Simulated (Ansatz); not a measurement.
**A strain series on GeSe (Pnma): uniaxial along z, other directions held**

GeSe (Pnma) from a database structure, relaxed with r2SCAN in the PAW code Ansatz, then strained (uniaxial along z, other directions held; changes of length per length, axes as in the cell below) with the atoms relaxed again within the symmetry that is left. Space group Pnma (No. 62), orthorhombic; a = 11.239 Å, b = 3.794 Å, c = 4.667 Å in the conventional setting, 24.88 Å³ an atom. Around Ge lie 3 Se at 2.56 Å; around Se lie 3 Ge at 2.56 Å. The values are computed, spin-unpolarised, and not measurements.

```
Ge Se
1.0
    11.23940    0.00000    0.00000
     0.00000    3.79400    0.00000
     0.00000    0.00000    4.66692
Ge Se
4 4
Direct
  0.12895 0.25000 0.11903
  0.87105 0.75000 0.88097
  0.37105 0.75000 0.61903
  0.62895 0.25000 0.38097
  0.84944 0.25000 0.51634
  0.15056 0.75000 0.48366
  0.65056 0.75000 0.01634
  0.34944 0.25000 0.98366
```

Gaps are the least over each mesh (PBE 2×6×6, r2SCAN 2×6×6, HSE06 2×4×4 when unstrained) and the special points, which keep their unstrained names; stress is the change from the unstrained cell, compression positive.

```tsv
strain (%)	gap, PBE (eV)	gap, r2SCAN (eV)	gap, HSE06 (eV)	edges, HSE06	stress along the strain, r2SCAN (GPa)	energy rise, r2SCAN (meV/atom)
-3.0	0.737	0.953	1.264	Γ	+1.05	2.4
-2.0	0.788	1.006	1.319	Γ	+0.67	1.0
-1.0	0.843	1.062	1.377	Γ	+0.32	0.2
0.0	0.889	1.112	1.430	Γ	0.00	0.0
+1.0	0.879	1.166	1.443	Γ → (0, 0.448, 0.148)	-0.29	0.2
+3.0	0.856	1.143	1.413	Γ → (0, 0.458, 0.141)	-0.82	2.0
```

**Question.** Estimate the row for a strain of +2.0 %.

**Answer.**
```tsv
strain (%)	gap, PBE (eV)	gap, r2SCAN (eV)	gap, HSE06 (eV)	edges, HSE06	stress along the strain, r2SCAN (GPa)	energy rise, r2SCAN (meV/atom)
+2.0	0.868	1.159	1.429	Γ → (0, 0.453, 0.143)	-0.57	0.9
```

Between zero and the nearest strains the slope of the HSE06 gap against strain is +0.053 eV per percent for negative and +0.013 for positive strain.

The runs are scalar-relativistic, without spin-orbit coupling.

Where an edge lies off the special points, it is a point of the mesh or the k point where a search put PBE's edge or least direct gap, reused for the other functionals, whose own edges may lie a little apart.

The meshes of the hybrids are coarse, so their gaps aren't converged to the digits shown.
